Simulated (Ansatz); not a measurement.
Level of theory: Ansatz, DFT PBE, scalar-relativistic, plane waves, PAW. Settings: cutoff 420 eV, Γ-centred meshes spaced at most about 0.3 Å⁻¹, and about 0.25 Å⁻¹ or finer for metals (2π included), Gaussian smearing. No spin polarisation.

These are static total energies at zero pressure.

Question: Which of these relaxed structures of Ca3S is the lowest in energy?
A.

```
Ca S
1.0
     4.96827    0.00000    0.00000
     0.00000    4.96827    0.00000
     0.00000    0.00000    4.96827
Ca S
3 1
Direct
  0.00000 0.50000 0.50000
  0.50000 0.00000 0.50000
  0.50000 0.50000 0.00000
  0.00000 0.00000 0.00000
```

B.

```
Ca S
1.0
     5.55381    0.00000    0.00000
     0.00000    5.55381    0.00000
     0.00000    0.00000    5.55381
Ca S
3 1
Direct
  0.50000 0.00000 0.00000
  0.00000 0.50000 0.00000
  0.00000 0.00000 0.50000
  0.00000 0.00000 0.00000
```

Answer: B. The other, A, lies 265 meV/atom higher. Forms: B anti-ReO3 type, Pm-3m; A Pm-3m. Counting Ca atoms around S (those within 1.25 times the shortest such distance or 1.15 times the sum of covalent radii; the shortest distance is added where it is long for a bond): B has S 6; A has S 12 from 3.5 Å. Both come from invented guesses. The lowest form computed isn't among them: it has space group P-6m2 (No. 187), 33.2 Å³/atom and lies 0.36 eV/atom below the best shown.

A magnetic state wasn't ruled out in cells without spin, among them Pm-3m at 42.8 Å³/atom, Pm-3m at 30.7 Å³/atom. Cells relaxed within their symmetry can be saddle points. Some structure types and database cells were kept out of the candidates from the start, so a known form may be missing.
